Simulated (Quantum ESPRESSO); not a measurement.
# MoS2 in Quantum ESPRESSO: equation of state

How stiff is MoS2 in PBEsol, and what volume does it want? The cell is scaled to several volumes.

All numbers are computed with Quantum ESPRESSO 7.5; they aren't measurements. Logs are shortened: lines on timing, memory, paths and dates and some standing lists are left out, and cuts for length are marked.

**1. The structure**

The cell holds a slab with vacuum, 3 atoms: a = 3.184 Å, b = 3.184 Å, c = 17.335 Å, α = 90.00°, β = 90.00°, γ = 120.00°.

**2. Single point, PBEsol, 47.69 Å³/atom**

The input, pw.in:

```
&CONTROL
  calculation = 'scf'
  prefix = 'pwscf'
  outdir = './tmp'
  pseudo_dir = './pseudo'
  tprnfor = .true.
  tstress = .true.
  disk_io = 'nowf'
/
&SYSTEM
  ibrav = 0
  nat = 3
  ntyp = 2
  ecutwfc = 45
  ecutrho = 360
  nbnd = 20
  occupations = 'smearing'
  smearing = 'fd'
  degauss = 0.00367493
/
&ELECTRONS
  conv_thr = 6d-10
  electron_maxstep = 120
  mixing_beta = 0.5
/
ATOMIC_SPECIES
Mo    95.9500 mo_pbesol_v1.uspp.F.UPF
S     32.0600 s_pbesol_v1.4.uspp.F.UPF
CELL_PARAMETERS angstrom
   3.1191256785    0.0000000000    0.0000000000
  -1.5595628393    2.7012420752    0.0000000000
   0.0000000000    0.0000000000   16.9807333112
ATOMIC_POSITIONS crystal
Mo     0.0000000000    0.0000000000    0.0000000000
S      0.3333333333    0.6666666667    0.9105070200
S      0.3333333333    0.6666666667    0.0894929800
K_POINTS automatic
10 10 2 0 0 0
```

Potentials or basis: GBRV 1.5 PBEsol.

Command:

```sh
$ OMP_NUM_THREADS=1 mpirun -n 2 pw.x -nk 2 -in pw.in > pw.out
```

pw.out:

```text
This program is part of the open-source Quantum ESPRESSO suite
     for quantum simulation of materials; please cite
         "P. Giannozzi et al., J. Phys.:Condens. Matter 21 395502 (2009);
         "P. Giannozzi et al., J. Phys.:Condens. Matter 29 465901 (2017);
         "P. Giannozzi et al., J. Chem. Phys. 152 154105 (2020);
     in publications or presentations arising from this work. More details at

     Message from routine setup:
     using ibrav=0 with symmetry is DISCOURAGED, use correct ibrav instead

     K-points division:     npool     =       2
     Subspace diagonalization in iterative solution of the eigenvalue problem:
     a serial algorithm will be used

     G-vector sticks info
     --------------------
     sticks:   dense  smooth     PW     G-vecs:    dense   smooth      PW
     Sum         859     433    121               111415    39437    6423

     Using Slab Decomposition

     bravais-lattice index     =            0
     lattice parameter (alat)  =       5.8943  a.u.
     unit-cell volume          =     965.4937 (a.u.)^3
     number of atoms/cell      =            3
     number of atomic types    =            2
     number of electrons       =        26.00
     number of Kohn-Sham states=           20
     kinetic-energy cutoff     =      45.0000  Ry
     charge density cutoff     =     360.0000  Ry
     scf convergence threshold =      6.0E-10
     mixing beta               =       0.5000
     number of iterations used =            8  plain     mixing
     Exchange-correlation= SLA  PW   PSX  PSC
                           (   1   4  10   8   0   0   0)

     celldm(1)=   5.894293  celldm(2)=   0.000000  celldm(3)=   0.000000
     celldm(4)=   0.000000  celldm(5)=   0.000000  celldm(6)=   0.000000

     crystal axes: (cart. coord. in units of alat)
               a(1) = (   1.000000   0.000000   0.000000 )
               a(2) = (  -0.500000   0.866025   0.000000 )
               a(3) = (   0.000000   0.000000   5.444068 )

     reciprocal axes: (cart. coord. in units 2 pi/alat)
               b(1) = (  1.000000  0.577350 -0.000000 )
               b(2) = (  0.000000  1.154701  0.000000 )
               b(3) = (  0.000000 -0.000000  0.183686 )

     PseudoPot. # 1 for Mo read from file:
     mo_pbesol_v1.uspp.F.UPF
     Pseudo is Ultrasoft + core correction, Zval = 14.0
     Generated by new atomic code, or converted to UPF format
     Using radial grid of  889 points,  6 beta functions with:
                l(1) =   0
                l(2) =   0
                l(3) =   1
                l(4) =   1
                l(5) =   2
                l(6) =   2
     Q(r) pseudized with  6 coefficients,  rinner =    1.000   1.000   1.000
                                                       1.000   1.000

     PseudoPot. # 2 for S  read from file:
     s_pbesol_v1.4.uspp.F.UPF
     Pseudo is Ultrasoft + core correction, Zval =  6.0
     Generated by new atomic code, or converted to UPF format
     Using radial grid of  907 points,  6 beta functions with:
                l(1) =   0
                l(2) =   0
                l(3) =   1
                l(4) =   1
                l(5) =   2
                l(6) =   2
     Q(r) pseudized with  8 coefficients,  rinner =    1.300   1.300   1.300
                                                       1.300   1.300

     atomic species   valence    mass     pseudopotential
     Mo               14.00    95.95000     Mo( 1.00)
     S                 6.00    32.06000     S ( 1.00)

     12 Sym. Ops. (no inversion) found

   Cartesian axes

     site n.     atom                  positions (alat units)
         1        Mo     tau(   1) = (   0.0000000   0.0000000   0.0000000  )
         2        S      tau(   2) = (  -0.0000000   0.5773503   4.9568624  )
         3        S      tau(   3) = (  -0.0000000   0.5773503   0.4872059  )

     number of k points=    28  Fermi-Dirac smearing, width (Ry)=  0.0037
                       cart. coord. in units 2pi/alat
        k(    1) = (   0.0000000   0.0000000   0.0000000), wk =   0.0100000
        k(    2) = (   0.0000000   0.0000000  -0.0918431), wk =   0.0100000
        k(    3) = (   0.0000000   0.1154701   0.0000000), wk =   0.0600000
        k(    4) = (   0.0000000   0.1154701  -0.0918431), wk =   0.0600000
        k(    5) = (   0.0000000   0.2309401   0.0000000), wk =   0.0600000
        k(    6) = (   0.0000000   0.2309401  -0.0918431), wk =   0.0600000
[... 20 lines left out ...]
        k(   27) = (   0.3000000   0.5196152   0.0000000), wk =   0.0600000
        k(   28) = (   0.3000000   0.5196152  -0.0918431), wk =   0.0600000

     Dense  grid:   111415 G-vectors     FFT dimensions: (  36,  36, 200)

     Smooth grid:    39437 G-vectors     FFT dimensions: (  25,  25, 144)

     Initial potential from superposition of free atoms

     starting charge      25.9990, renormalised to      26.0000

     negative rho (up, down):  7.636E-04 0.000E+00
     Starting wfcs are   21 randomized atomic wfcs

     Self-consistent Calculation

     iteration #  1     ecut=    45.00 Ry     beta= 0.50
     Davidson diagonalization with overlap
     ethr =  1.00E-02,  avg # of iterations =  5.5

     Threshold (ethr) on eigenvalues was too large:
     Diagonalizing with lowered threshold

     Davidson diagonalization with overlap
     ethr =  4.58E-04,  avg # of iterations =  4.1

     negative rho (up, down):  7.801E-04 0.000E+00

     total energy              =    -187.52819418 Ry
     estimated scf accuracy    <       0.13932820 Ry

     iteration #  2     ecut=    45.00 Ry     beta= 0.50
     Davidson diagonalization with overlap
     ethr =  5.36E-04,  avg # of iterations =  6.5

     negative rho (up, down):  7.448E-04 0.000E+00

     total energy              =    -187.53093498 Ry
     estimated scf accuracy    <       0.19305242 Ry

     iteration #  3     ecut=    45.00 Ry     beta= 0.50
     Davidson diagonalization with overlap
     ethr =  5.36E-04,  avg # of iterations =  2.0

     negative rho (up, down):  7.531E-04 0.000E+00

     total energy              =    -187.56766076 Ry
     estimated scf accuracy    <       0.02222194 Ry

     iteration #  4     ecut=    45.00 Ry     beta= 0.50
     Davidson diagonalization with overlap
     ethr =  8.55E-05,  avg # of iterations =  2.5
[... 28 lines left out ...]
     negative rho (up, down):  7.560E-04 0.000E+00

     total energy              =    -187.57057122 Ry
     estimated scf accuracy    <       0.00000030 Ry

     iteration #  8     ecut=    45.00 Ry     beta= 0.50
     Davidson diagonalization with overlap
     ethr =  1.14E-09,  avg # of iterations =  3.4

     negative rho (up, down):  7.560E-04 0.000E+00

     total energy              =    -187.57057132 Ry
     estimated scf accuracy    <          8.3E-09 Ry

     iteration #  9     ecut=    45.00 Ry     beta= 0.50
     Davidson diagonalization with overlap
     ethr =  3.20E-11,  avg # of iterations =  4.4

     negative rho (up, down):  7.560E-04 0.000E+00

     End of self-consistent calculation

          k = 0.0000 0.0000 0.0000 (  4929 PWs)   bands (ev):

   -60.6156 -34.8496 -34.5652 -34.5652 -14.3662 -12.8392  -5.8986  -2.7846
    -2.7846  -1.7277  -1.5468  -1.5468   0.0926   3.0410   3.0410   3.4280
     3.4280   5.3200   5.7402   6.3414

          k = 0.0000 0.0000-0.0918 (  4964 PWs)   bands (ev):

   -60.6156 -34.8497 -34.5652 -34.5652 -14.3662 -12.8392  -5.8986  -2.7846
    -2.7846  -1.7277  -1.5468  -1.5468   0.0926   3.0410   3.0410   3.4280
     3.4280   5.3606   5.6350   6.4578

          k = 0.0000 0.1155 0.0000 (  4923 PWs)   bands (ev):

   -60.6107 -34.8402 -34.6123 -34.5757 -14.2022 -12.7797  -5.7248  -3.1122
    -2.6116  -2.4705  -1.7949  -1.0380   0.0141   2.8594   2.9923   3.2368
     3.3284   5.5469   5.9419   6.7817

          k = 0.0000 0.1155-0.0918 (  4934 PWs)   bands (ev):

   -60.6107 -34.8402 -34.6123 -34.5758 -14.2022 -12.7797  -5.7248  -3.1122
    -2.6116  -2.4705  -1.7949  -1.0380   0.0141   2.8594   2.9924   3.2368
     3.3284   5.5659   5.8848   7.1566

          k = 0.0000 0.2309 0.0000 (  4927 PWs)   bands (ev):

   -60.5981 -34.8153 -34.7340 -34.6032 -13.7479 -12.6154  -5.3614  -3.7347
    -3.3243  -2.3281  -2.1430  -1.0263  -0.3837   2.4665   2.8407   2.9445
     3.9241   6.1446   6.5221   7.3475
[... 9 lines left out ...]
   -60.5824 -34.8814 -34.7844 -34.6370 -13.1189 -12.3918  -5.4148  -4.1275
    -3.9613  -2.8501  -1.5405  -1.3989  -0.9307   2.4980   2.5363   3.5216
     4.4378   7.0342   7.3442   8.0106

          k = 0.0000 0.3464-0.0918 (  4898 PWs)   bands (ev):

   -60.5824 -34.8814 -34.7843 -34.6370 -13.1189 -12.3918  -5.4148  -4.1275
    -3.9613  -2.8501  -1.5405  -1.3989  -0.9307   2.4980   2.5363   3.5215
     4.4378   7.1089   7.2176   8.1000

          k = 0.0000 0.4619 0.0000 (  4941 PWs)   bands (ev):

   -60.5696 -34.9983 -34.7592 -34.6642 -12.5256 -12.1895  -5.8488  -4.7414
    -4.0950  -3.2053  -1.6926  -1.0590  -0.8513   2.4735   2.8404   4.0180
     4.7197   7.0758   7.7944   8.0915

          k = 0.0000 0.4619-0.0918 (  4930 PWs)   bands (ev):

   -60.5696 -34.9983 -34.7592 -34.6641 -12.5256 -12.1895  -5.8488  -4.7414
    -4.0950  -3.2053  -1.6926  -1.0590  -0.8513   2.4735   2.8404   4.0180
     4.7197   7.0771   7.7845   8.1282

          k = 0.0000-0.5774 0.0000 (  4932 PWs)   bands (ev):

   -60.5648 -35.0424 -34.7496 -34.6745 -12.2688 -12.1059  -6.0584  -4.9762
    -4.2474  -3.3294  -1.7882  -0.8869  -0.5935   2.5133   3.0803   4.1554
     4.8018   6.3180   7.9778   8.5741

          k = 0.0000-0.5774-0.0918 (  4916 PWs)   bands (ev):

   -60.5648 -35.0424 -34.7495 -34.6745 -12.2688 -12.1059  -6.0584  -4.9762
    -4.2474  -3.3294  -1.7882  -0.8869  -0.5935   2.5133   3.0804   4.1555
     4.8018   6.3180   7.9776   8.5760

          k = 0.1000 0.1732 0.0000 (  4927 PWs)   bands (ev):

   -60.6020 -34.8230 -34.6933 -34.5982 -13.8926 -12.6673  -5.4423  -3.5756
    -3.0124  -2.3787  -2.3103  -0.8059  -0.2276   2.5491   2.7152   2.9216
     3.8478   5.9571   6.3366   7.2110

          k = 0.1000 0.1732-0.0918 (  4934 PWs)   bands (ev):

   -60.6020 -34.8230 -34.6933 -34.5982 -13.8926 -12.6673  -5.4423  -3.5756
    -3.0124  -2.3787  -2.3103  -0.8059  -0.2276   2.5491   2.7151   2.9216
     3.8477   5.9724   6.2923   7.3039

          k = 0.1000 0.2887 0.0000 (  4923 PWs)   bands (ev):

   -60.5878 -34.8195 -34.7951 -34.6371 -13.3474 -12.4699  -5.2494  -3.9193
    -3.7305  -3.0311  -1.9291  -0.9424  -0.7195   2.2438   2.7273   2.9688
     4.4575   6.7225   7.0741   7.8786

          k = 0.1000 0.2887-0.0918 (  4926 PWs)   bands (ev):

   -60.5878 -34.8195 -34.7951 -34.6371 -13.3474 -12.4699  -5.2494  -3.9193
    -3.7305  -3.0311  -1.9291  -0.9424  -0.7195   2.2438   2.7273   2.9688
     4.4574   6.7609   6.9944   7.9799

          k = 0.1000 0.4041 0.0000 (  4921 PWs)   bands (ev):
[... 49 lines left out ...]
   -60.5608 -34.9880 -34.7772 -34.7418 -12.0830 -11.9937  -5.4900  -5.4704
    -4.0745  -3.1546  -2.7506  -1.8303  -0.2326   2.2571   3.5572   3.6147
     5.0268   6.8860   9.0060   9.4540

          k = 0.2000 0.5774-0.0918 (  4906 PWs)   bands (ev):

   -60.5608 -34.9880 -34.7772 -34.7418 -12.0830 -11.9937  -5.4900  -5.4704
    -4.0745  -3.1546  -2.7506  -1.8303  -0.2326   2.2571   3.5572   3.6148
     5.0268   6.8860   9.0062   9.4510

          k = 0.3000 0.5196 0.0000 (  4878 PWs)   bands (ev):

   -60.5593 -34.9459 -34.8375 -34.7389 -12.0107 -11.9487  -5.6793  -5.0582
    -3.9793  -3.5214  -3.0098  -1.9388  -0.1055   1.9955   3.3308   3.8162
     5.3728   7.3992   8.0649   9.5499

          k = 0.3000 0.5196-0.0918 (  4876 PWs)   bands (ev):

   -60.5593 -34.9459 -34.8375 -34.7389 -12.0107 -11.9487  -5.6793  -5.0582
    -3.9793  -3.5214  -3.0098  -1.9388  -0.1055   1.9955   3.3308   3.8162
     5.3728   7.3992   8.0650   9.5455

     the Fermi energy is     1.0152 ev

!    total energy              =    -187.57057132 Ry
     estimated scf accuracy    <          4.7E-10 Ry
     smearing contrib. (-TS)   =      -0.00000000 Ry
     internal energy E=F+TS    =    -187.57057132 Ry

     The total energy is F=E-TS. E is the sum of the following terms:
     one-electron contribution =    -914.59617120 Ry
     hartree contribution      =     458.67979315 Ry
     xc contribution           =     -36.12419410 Ry
     ewald contribution        =     304.47000083 Ry

     convergence has been achieved in   9 iterations

     negative rho (up, down):  7.560E-04 0.000E+00

     Forces acting on atoms (cartesian axes, Ry/au):

     atom    1 type  1   force =    -0.00000000   -0.00000000    0.00000000
     atom    2 type  2   force =     0.00000000   -0.00000000   -0.03666261
     atom    3 type  2   force =    -0.00000000   -0.00000000    0.03666261

     Total force =     0.051849     Total SCF correction =     0.000037

     Computing stress (Cartesian axis) and pressure

     negative rho (up, down):  7.560E-04 0.000E+00
          total   stress  (Ry/bohr**3)                   (kbar)     P=       22.57
   0.00012275   0.00000000   0.00000000           18.06        0.00        0.00
   0.00000000   0.00012275   0.00000000            0.00       18.06        0.00
   0.00000000   0.00000000   0.00021478            0.00        0.00       31.60

=------------------------------------------------------------------------------=
   JOB DONE.
=------------------------------------------------------------------------------=
```

It took 31 s on 2 MPI ranks of Arm Neoverse V2, shared host; peak memory 0.56 GiB.

What came out:

```
Free energy            : -2552.0276 eV
Largest force          : 0.943 eV/Å
Band gap on the k mesh : 1.90 eV, indirect (least direct gap 2.10 eV)
```

**3. Single point, PBEsol, 48.71 Å³/atom**

pw.in, as its differences from that of step 2:

```diff
@@ -29,5 +29,5 @@
 CELL_PARAMETERS angstrom
-   3.1191256785    0.0000000000    0.0000000000
-  -1.5595628393    2.7012420752    0.0000000000
-   0.0000000000    0.0000000000   16.9807333112
+   3.1410920760    0.0000000000    0.0000000000
+  -1.5705460380    2.7202655334    0.0000000000
+   0.0000000000    0.0000000000   17.1003198802
 ATOMIC_POSITIONS crystal
```

Potentials or basis: GBRV 1.5 PBEsol.

Command:

```sh
$ OMP_NUM_THREADS=1 mpirun -n 2 pw.x -nk 2 -in pw.in > pw.out
```

It took 31 s on 2 MPI ranks of Arm Neoverse V2, shared host; peak memory 0.56 GiB.

Results (log left out):

| Property | Result |
| --- | --- |
| Free energy | -2552.0589 eV |
| Largest force | 0.543 eV/Å |
| Band gap on the k mesh | 1.84 eV, indirect (least direct gap 2.04 eV) |

**4. Single point, PBEsol, 49.72 Å³/atom**

pw.in, as its differences from that of step 3:

```diff
@@ -29,5 +29,5 @@
 CELL_PARAMETERS angstrom
-   3.1410920760    0.0000000000    0.0000000000
-  -1.5705460380    2.7202655334    0.0000000000
-   0.0000000000    0.0000000000   17.1003198802
+   3.1627554646    0.0000000000    0.0000000000
+  -1.5813777323    2.7390265783    0.0000000000
+   0.0000000000    0.0000000000   17.2182568475
 ATOMIC_POSITIONS crystal
```

Command:

```sh
$ OMP_NUM_THREADS=1 mpirun -n 2 pw.x -nk 2 -in pw.in > pw.out
```

Run time: 35 s. Hardware: 2 MPI ranks of Arm Neoverse V2, shared host; peak memory 0.58 GiB.

Results (log left out):

```
Free energy            : -2552.0667 eV
Largest force          : 0.175 eV/Å
Band gap on the k mesh : 1.79 eV, indirect (least direct gap 1.98 eV)
```

**5. Single point, PBEsol, 50.73 Å³/atom**

pw.in, as its differences from that of step 4:

```diff
@@ -29,5 +29,5 @@
 CELL_PARAMETERS angstrom
-   3.1627554646    0.0000000000    0.0000000000
-  -1.5813777323    2.7390265783    0.0000000000
-   0.0000000000    0.0000000000   17.2182568475
+   3.1841260822    0.0000000000    0.0000000000
+  -1.5920630411    2.7575340760    0.0000000000
+   0.0000000000    0.0000000000   17.3345999500
 ATOMIC_POSITIONS crystal
```

Command:

```sh
$ OMP_NUM_THREADS=1 mpirun -n 2 pw.x -nk 2 -in pw.in > pw.out
```

Run time: 33 s. Hardware: 2 MPI ranks of Arm Neoverse V2, shared host; peak memory 0.6 GiB.

Results (log left out):

```
Free energy            : -2552.0535 eV
Largest force          : 0.165 eV/Å
Band gap on the k mesh : 1.73 eV, indirect (least direct gap 1.93 eV)
```

**6. Single point, PBEsol, 51.75 Å³/atom**

pw.in, as its differences from that of step 5:

```diff
@@ -29,5 +29,5 @@
 CELL_PARAMETERS angstrom
-   3.1841260822    0.0000000000    0.0000000000
-  -1.5920630411    2.7575340760    0.0000000000
-   0.0000000000    0.0000000000   17.3345999500
+   3.2052136244    0.0000000000    0.0000000000
+  -1.6026068122    2.7757964233    0.0000000000
+   0.0000000000    0.0000000000   17.4494019708
 ATOMIC_POSITIONS crystal
```

Potentials or basis: GBRV 1.5 PBEsol.

Command:

```sh
$ OMP_NUM_THREADS=1 mpirun -n 2 pw.x -nk 2 -in pw.in > pw.out
```

It took 33 s on 2 MPI ranks of Arm Neoverse V2, shared host; peak memory 0.6 GiB.

The run converged. Its results:

| Property | Result |
| --- | --- |
| Free energy | -2552.0214 eV |
| Largest force | 0.480 eV/Å |
| Band gap on the k mesh | 1.68 eV, indirect (least direct gap 1.87 eV) |

**7. Single point, PBEsol, 52.76 Å³/atom**

pw.in, as its differences from that of step 6:

```diff
@@ -29,5 +29,5 @@
 CELL_PARAMETERS angstrom
-   3.2052136244    0.0000000000    0.0000000000
-  -1.6026068122    2.7757964233    0.0000000000
-   0.0000000000    0.0000000000   17.4494019708
+   3.2260272831    0.0000000000    0.0000000000
+  -1.6130136416    2.7938215805    0.0000000000
+   0.0000000000    0.0000000000   17.5627129508
 ATOMIC_POSITIONS crystal
```

Command:

```sh
$ OMP_NUM_THREADS=1 mpirun -n 2 pw.x -nk 2 -in pw.in > pw.out
```

Wall time 40 s (2 MPI ranks of Arm Neoverse V2, shared host); peak memory 0.62 GiB.

Results (log left out):

```yaml
Free_energy: -2551.9726 eV
Largest_force: 0.771 eV/Å
Band_gap_on_the_k_mesh: 1.63 eV, indirect (least direct gap 1.82 eV)
```

**8. Single point, PBEsol, 53.78 Å³/atom**

pw.in, as its differences from that of step 7:

```diff
@@ -29,5 +29,5 @@
 CELL_PARAMETERS angstrom
-   3.2260272831    0.0000000000    0.0000000000
-  -1.6130136416    2.7938215805    0.0000000000
-   0.0000000000    0.0000000000   17.5627129508
+   3.2465757816    0.0000000000    0.0000000000
+  -1.6232878908    2.8116171022    0.0000000000
+   0.0000000000    0.0000000000   17.6745803806
 ATOMIC_POSITIONS crystal
```

Command:

```sh
$ OMP_NUM_THREADS=1 mpirun -n 2 pw.x -nk 2 -in pw.in > pw.out
```

Run time: 41 s. Hardware: 2 MPI ranks of Arm Neoverse V2, shared host; peak memory 0.62 GiB.

It converged, with:

```yaml
Free_energy: -2551.9086 eV
Largest_force: 1.039 eV/Å
Band_gap_on_the_k_mesh: 1.58 eV, indirect (least direct gap 1.77 eV)
```

**9. Equation of state, PBEsol**

Potentials or basis: GBRV 1.5 PBEsol.

This step only gathers the single runs of the series.

What came out:

| Item | Value |
| --- | --- |
| Equilibrium volume | 49.57 Å³/atom |
| Bulk modulus at fixed shape and positions | 55 GPa |
| Pressure derivative of the bulk modulus | 4.4 |

Energy against volume, from the lowest point:
| volume (Å³/atom) | energy (meV/atom) |
| --- | --- |
| 47.690 | 13.02 |
| 48.705 | 2.59 |
| 49.720 | 0.00 |
| 50.735 | 4.41 |
| 51.749 | 15.09 |
| 52.764 | 31.38 |
| 53.779 | 52.70 |

Caveat: the cell was scaled at fixed shape and fractional positions, which overstates the stiffness of a crystal with free parameters, most of all of layers and chains.
